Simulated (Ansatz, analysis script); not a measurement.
# Energy of spin spirals in a free-standing square Ru monolayer, spacing 3.069 Å, part 2 of 2

Wanted: E(q) and the moments of a free-standing square Ru monolayer, spacing 3.069 Å along a path through the zone.

Ansatz 0.2.0; PBE, PAW set soft_1.

So far, energy a cell from q = 0 (meV): step 5 (q = (0, 0.1, 0)) 4.23; step 6 (q [0.0, 0.2, 0.0] reciprocal lattice) 18.2; step 7 (q [0.2, 0.2, 0.0] reciprocal lattice) 35.6.

### 8. q = (0.4, 0.4, 0)

Level of this step: Ansatz DFT, spin spiral by the generalised Bloch theorem, no spin-orbit coupling; PBE, PAW set soft_1; PAW set soft_1 (Ansatz).

Contents of input.yaml:

```yaml
crystal:
  lattice:
    - [3.069, 0.0, 0.0]
    - [0.0, 3.069, 0.0]
    - [0.0, 0.0, 14.0]
  atoms:
    - { symbol: Ru, position: [0.0, 0.0, 0.5], spin: 2.51, spin_axis: [1.0, 0.0, 0.0] }
kpoints:
  mp_grid: { grid: [20, 20, 1] }
hamiltonian:
  xc: pbe
  pseudopotentials: { kind: paw, azcp: { folder: soft_1 } }
scf:
  occupations: { method: cold, width: 0.1 }
  max_iter: 120
  convergence: { dr2_threshold: 1.0e-08 }
  lower_state_search: "off"
basis:
  ecutwfc: 420.0
magnetization:
  noncollinear: true
  spin_spiral: { q: [0.4, 0.4, 0.0] }
checkpoint:
  read: start
```

Started as:

```sh
$ ansatz run input.yaml --threads 1 --pin off --max-ram 2048MiB --backend cpu --events-out ev --progress --plain --runs-dir out
```

Numbers of over 12 decimals in the logs are rounded to 6 here.

The log of the run:

```text
Warning: checkpoint.read: spin treatment differs: saved collinear, current noncollinear; the saved charge density seeds this run and the saved magnetisation is carried along the axis that this deck's starting moments share; the saved density holds an absolute magnetisation of 2.8e0 μB; saved orbitals and DFT+U occupations are not carried; the saved PAW projector densities are carried along that axis
[...]
Error: did not converge after 120 iterations: dr2 = 5.26e-5 (threshold 1.00e-8), under the density mixer `msr1`, which `scf.mixing.algorithm: auto` chose by the deck's other keys (type `scf.mixing.algorithm: msr1` to keep it); raise `scf.max_iter`, which need not help a stalled SCF, or adjust the mixing (`scf.mixing`) or, under a smearing, its width (`scf.occupations.width`, in either direction: another width is another result); this SCF holds its density and magnetisation to the symmetry operations that it keeps, and cannot end on a state that breaks one of them: if the state sought breaks one, re-run with `crystal.symmetry.detect: [rest of the remark cut]
```

Run time: 11 min. Hardware: 1 thread of Arm Neoverse V2, shared host; peak memory 0.92 GiB.

The run ended without a converged, accepted state, and no result is taken from it.

### 9. q = (0.5, 0.5, 0)

input.yaml: that of step 8 with these lines changed.

```diff
@@ -21,3 +21,3 @@
   noncollinear: true
-  spin_spiral: { q: [0.4, 0.4, 0.0] }
+  spin_spiral: { q: [0.5, 0.5, 0.0] }
 checkpoint:
```

The log of the run:

```text
[...]
Crystal: 1 atoms, lattice volume = 131.863 Å³
Basis set: ecut = 420 eV, 2583 PW (Γ)
Bands: 24, of which v1, the nominal top of the filled ones, is band 16 counted from 1 (15 counted from 0)
Symmetry: 4 space group operations
k-points: 111 of 400
[...]
Free energy (F): -5874.301557 eV
[...]
Internal energy: -5874.299088 eV  (E = F + TS)
E sigma→0 (E₀):  -5874.300734 eV
Entropy (-TS):   -0.002469 eV (-2.469 meV/atom)
Fermi energy:    -1.715603 eV
Step filling:    the computed levels leave a gap of 0.0002 eV = 0.0 smearing widths at the electron count; against every level under it full and every level over it empty, smearing changes F+E_penalty+E_count by -1.798 meV and its σ→0 estimate by -0.975 meV
[...]
[key lines of the parts left out:]
SCF converged after 9 iterations
Magnetization: |M| = 1.8707 μB,  M = (+1.8707, +0.0000, +0.0000) μB
```

It took 58 s on 1 thread; peak memory 0.95 GiB.

The energy of the cell lies 256 meV above that at q = 0, and the largest moment is 2.14 μB against 2.52 μB.

7 more runs differ from these in the same keys alone and are tabled below.

### 10. Side runs that gave no result

| changed | outcome |
| --- | --- |
| scf.conv_thr | refused or stopped by the program |

### 11. Analysis

```
q (reciprocal lattice)  path length (1/Å)  E(q) − E(0) (meV a magnetic atom)  |m| Ru no. 1 (μB)
             (0, 0, 0)              0.000                               0.00               2.52
           (0, 0.1, 0)              0.205                               4.23               2.51
           (0, 0.2, 0)              0.409                              18.19               2.51
           (0, 0.4, 0)              0.819                              90.76               2.35
           (0, 0.5, 0)              1.024                             118.91               2.29
         (0.1, 0.5, 0)              1.228                             126.18               2.27
         (0.2, 0.5, 0)              1.433                             146.41               2.22
         (0.4, 0.5, 0)              1.843                             237.19               2.17
         (0.5, 0.5, 0)              2.047                             256.35               2.14
         (0.3, 0.3, 0)              2.626                             114.26               2.35
         (0.2, 0.2, 0)              2.916                              35.58               2.46
         (0.1, 0.1, 0)              3.205                               9.03               2.51
             (0, 0, 0)              3.495                               0.00               2.52
```

### 12. A spin model

For rigid moments E(q) is a sum of cosines over neighbour shells, so a fit gives the couplings, and from them an ordering temperature.

E = −Σ J e·e over ordered pairs (each pair twice, J > 0 for parallel moments) is fitted to 11 points (copies by symmetry counted).

The fitted shells:

```
 pair  distance (Å)  neighbours a magnetic atom  J (meV)
Ru-Ru         3.069                           4    32.53
Ru-Ru          4.34                           4   -1.515
Ru-Ru         6.138                           4   -6.713
Ru-Ru         6.862                           8  -0.2234
Ru-Ru          8.68                           4   0.6692
```

Numbers from this step:

- r.m.s. miss of the fit: 2.683 meV
- ordering temperature, mean field: 758.9 K
- wavevector of the mean-field order: 0, 0, 0 reciprocal lattice

### 13. Results

| Property | Result |
| --- | --- |
| lowest point with a result | q = 0 |
| highest point with a result | 256 meV a magnetic atom |
| J of the nearest shell | 32.5 meV |
| mean-field temperature | 759 K |

What this shows: No spiral that was run lies below the ferromagnetic state at q = 0, and winding the moments costs up to 256 meV a magnetic atom. The moments change by at most 16 % from their size at q = 0, a modest change. The fit misses by 1.0 % of the energy range, so the shells describe the path well, though few points can't fix distant couplings. In a sheet or chain isotropic couplings alone give no order above 0 K (Mermin and Wagner), so the mean-field number is only an energy scale. The temperatures are those of classical unit spins, and mean field runs high. Points of the path without a result: 1. They can lie above or below those tabled. The 13 spiral runs took 26 min of wall time, added up. The cell was taken as built, with atoms unrelaxed. In doubt: the program's search for lower states was switched off, so a lower magnetic state than those reached may exist.

[Logs and program files are shortened in this print: banners, set-up blocks, solver, clock and traceback lines can be left out without a mark of their own.]

[Logs are printed without paths, hosts, clocks, repeated set-up lines and the standing remarks that a program may print on its own settings, such as how far it seeks lower states.]

[Hosts, paths, dates, database ids (printed as entryN), source tags and the programs' standing remarks are cut or masked in the printed files.]
